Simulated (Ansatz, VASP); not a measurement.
# One calculation of BN, two programs

```
N B
1.0
     1.26759    0.73184    3.41732
    -1.26759    0.73184    3.41732
     0.00000   -1.46368    3.41732
N B
1 1
Direct
  0.66724 0.66724 0.66724
  0.00033 0.00033 0.00033
```

Change from the starting cell: volume scaled by 1.04.

Alike in both runs: task single point; functional PBE; k mesh 12 × 12 × 12; occupations fermi-dirac, width 0.05 eV; no spin polarisation.

```csv
,VASP,Ansatz
version,VASP 6.6.1,Ansatz 0.2.0
potentials or method,"VASP PAW PBE potentials, release 64 (N, B)",Ansatz PAW
plane-wave cutoff (eV),520,420
valence electrons in the cell,8,8
```

VASP gave:

```
gap on the k mesh at the Fermi level (eV)       : 4.23
least direct gap on the mesh (eV)               : 4.60
pressure (GPa)                                  : -5.4
largest component of the traceless stress (GPa) : 7.20
rms of the force components (eV/Å)              : 0.003
```

**Question.** What did Ansatz give for the same quantities?

**Answer.** gap on the k mesh at the Fermi level (eV): 4.24; least direct gap on the mesh (eV): 4.60; pressure (GPa): -5.4; largest component of the traceless stress (GPa): 7.39; rms of the force components (eV/Å): 0.003.

Atom by atom the forces differ by 0.000 eV/Å (rms over components). With one functional, cell and mesh, what is left measures potentials, basis and numerics.

Caveats: the pressure holds a Pulay correction of +0.6 GPa for the finite cutoff (Ansatz). A k mesh can miss the band edges.
